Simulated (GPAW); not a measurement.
Wanted: an ASE script for a GPAW 26.7.0 run.

| Item | Value |
| --- | --- |
| Task | equation of state |
| Functional | PBE |
| Dispersion | D3 |
| Potentials or basis | GPAW PAW data sets (gpaw-data 1.2.1) |
| Cutoff | 800 eV |
| Basis | pw |
| k mesh | 7 × 7 × 7 |
| Occupations | fermi-dirac, width 0.05 eV |
| Spin | no spin polarisation |
| Maxiter | 150 |
| Eos scales | [0.94, 0.96, 0.98, 1.0, 1.02, 1.04, 1.06] |

Crystal: SrO.

```
CELL_PARAMETERS angstrom
0.00000 2.56630 2.56630
2.56630 0.00000 2.56630
2.56630 2.56630 0.00000
ATOMIC_POSITIONS crystal
Sr 0.50000 0.50000 0.50000
O 0.00000 0.00000 0.00000
```

These files were run (other wordings do the same):

run.py

```python
from ase.calculators.mixing import SumCalculator
from ase.eos import EquationOfState
from ase.io import Trajectory
from ase.spacegroup import crystal
from ase.units import GPa
from dftd3.ase import DFTD3
from gpaw import GPAW, PW

# Sr 4b
# O 4a
atoms = crystal(['Sr', 'O'],
                basis=[[0.5, 0.0, 0.0],
                       [0.0, 0.0, 0.0]],
                spacegroup=225, setting=1,  # Fm-3m
                cellpar=[5.1326, 5.1326, 5.1326, 90.0, 90.0, 90.0],
                primitive_cell=True)

traj = Trajectory('eos.traj', 'w')
volumes, energies = [], []
for x in [0.94, 0.96, 0.98, 1.0, 1.02, 1.04, 1.06]:
    a = atoms.copy()
    a.set_cell(atoms.cell * x**(1 / 3), scale_atoms=True)
    calc = GPAW(mode=PW(800),
                xc='PBE',
                kpts={'size': (7, 7, 7), 'gamma': True},
                occupations={'name': 'fermi-dirac', 'width': 0.05},
                nbands=16,
                convergence={'density': 1e-05, 'energy': 1e-05},
                maxiter=150,
                txt=f'eos-{x:.2f}.txt')
    a.calc = SumCalculator([calc, DFTD3(method='pbe', damping='d3zero')])
    energies.append(a.get_potential_energy())
    volumes.append(a.get_volume())
    p = -a.get_stress()[:3].mean() / GPa
    calc.write(f'eos-{x:.2f}.gpw')
    traj.write(a)
    print(f'{x:.2f} {volumes[-1]:10.4f} A^3 {energies[-1]:14.6f} eV {p:9.3f} GPa', flush=True)

v0, e0, B = EquationOfState(volumes, energies, eos='birchmurnaghan').fit()
print(f'V0 = {v0:.4f} A^3, E0 = {e0:.6f} eV, B0 = {B / GPa:.2f} GPa')
```

Potentials or basis: GPAW PAW data sets (gpaw-data 1.2.1), pw.

Launch:

```sh
$ OMP_NUM_THREADS=1 python run.py
```

It gave:

```
Equilibrium volume                      : 17.21 Å³/atom
Bulk modulus                            : 89 GPa
Pressure derivative of the bulk modulus : 4.5
```

Run time: 47 s on 1 thread of AMD EPYC 9R14 (Zen 4) (shared host), peak memory 0.24 GiB.
